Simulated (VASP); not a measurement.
A run of VASP 6.6.1:

Contents of INCAR:

```
AGGAC    = 0.0          
ALGO     = Normal         # electronic algorithm
EDIFF    = 1E-6           # SCF threshold, eV
EDIFFG   = -0.01          # ionic threshold
ENCUT    = 600            # plane-wave cutoff, eV
GGA      = MK             # functional
IBRION   = 2              # ionic algorithm
ISIF     = 3              # what is computed and relaxed
ISMEAR   = 0              # smearing method
LASPH    = True           # aspherical terms in the spheres
LCHARG   = False          # write CHGCAR
LREAL    = False          # projectors in reciprocal space
LUSE_VDW = True         
LWAVE    = False          # write WAVECAR
NELM     = 80             # most SCF steps
NSW      = 90             # ionic steps
PARAM1   = 0.1234       
PARAM2   = 1.0          
PREC     = Accurate       # precision mode
SIGMA    = 0.03           # smearing width, eV
```

KPOINTS

```
k-points
0
Gamma
  9 9 5
```

POSCAR

```
ZrSe2
1.0
    3.7980000000      0.0000000000      0.0000000000
   -1.8990000000      3.2891644836      0.0000000000
    0.0000000000      0.0000000000      6.1920000000
Zr Se
1 2
Direct
    0.0000000000      0.0000000000      0.0000000000
    0.3333333333      0.6666666667      0.2500000000
    0.6666666667      0.3333333333      0.7500000000
```

Potentials or basis: VASP PAW PBE potentials, release 64 (Zr_sv, Se).

Launch:

```sh
$ cat potpaw_PBE.64/Zr_sv/POTCAR potpaw_PBE.64/Se/POTCAR > POTCAR
$ mpirun -np 1 vasp_std > vasp.out
```

Hardware: 1 thread of Intel(R) Xeon(R) Platinum 8488C (Sapphire Rapids) (shared host).

Question: Estimate the wall time of this run.

Answer: Run time: 16 min on 1 thread of Intel(R) Xeon(R) Platinum 8488C (Sapphire Rapids) (shared host), peak memory 0.5 GiB. Counts: scf iterations 118, k points 50, ion steps 18.
